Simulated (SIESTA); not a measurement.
## MnS under changes of volume

One of the cells (21.464 Å³/atom); the others are scaled copies at fixed shape and fractional positions:

```
Mn S
1.0
     3.95358    0.00000    0.00000
    -1.97679    3.42390    0.00000
     0.00000    0.00000    6.34253
Mn S
2 2
Direct
  0.66667 0.33333 0.49884
  0.33333 0.66667 0.99884
  0.33333 0.66667 0.62615
  0.66667 0.33333 0.12615
```

The cell is a database's computed one.

- Program: SIESTA 5.4.2
- Functional: PBEsol
- Potentials or basis: PseudoDojo 0.4 standard (PBEsol files)
- Basis: DZP (energy shift 0.003 Ry; two zetas on semicore shells)
- Grid cutoff: 800 Ry
- Energy shift: 0.003 Ry
- k mesh: 6 × 6 × 3
- Occupations: fermi-dirac, width 0.05 eV
- Spin: collinear spin, ferromagnetic start
- Starting moments: [4.0, 4.0, 0.0, 0.0] μB

| volume (Å³/atom) | energy over the lowest point (meV/atom) | pressure (GPa) | moment (μB per cell) | largest force (eV/Å) |
| --- | --- | --- | --- | --- |
| 20.176 | 12.91 | 3.6 | 9.58 | 0.352 |
| 20.606 | 5.05 | 2.1 | 9.65 | 0.325 |
| 21.035 | 1.29 | 0.9 | 9.72 | 0.305 |
| 21.464 | 0.00 | 0.0 | 9.83 | 0.287 |
| 21.893 | 0.83 | -1.0 | 9.90 | 0.267 |
| 22.323 | 4.51 | -2.0 | 9.94 | 0.249 |
| 22.752 | ? | ? | ? | ? |

What does the run at 22.752 Å³/atom give?

Energy over the lowest point 11.07 meV/atom; pressure -3.0 GPa; moment 9.97 μB per cell; largest force 0.233 eV/Å.

Worked out: A Birch-Murnaghan fit of order 3 (a polynomial in V^(-2/3)) to the other rows has its minimum at 21.46 Å³/atom with B0 = V·E''(V) = 46 GPa and B' = 6.8 at fixed shape and positions, which overstates the stiffness. It gives 9.56 meV/atom at 22.752 Å³/atom, against the run's 11.07, and -dE/dV = -2.2 GPa, against -3.0. A parabola through the other rows of the moment, of slope 0.133 μB per Å³/atom there, extrapolates to 10.01 μB, against the run's 9.97. The fit is too stiff a form for this range.

Energies are extrapolated to zero smearing.

Caveats: short orbitals over semicore shells can move pressures by several GPa; the basis of atomic orbitals isn't converged, which shifts pressures, moduli and gaps; only a ferromagnetic start was run, and an antiferromagnetic order may lie lower in energy.
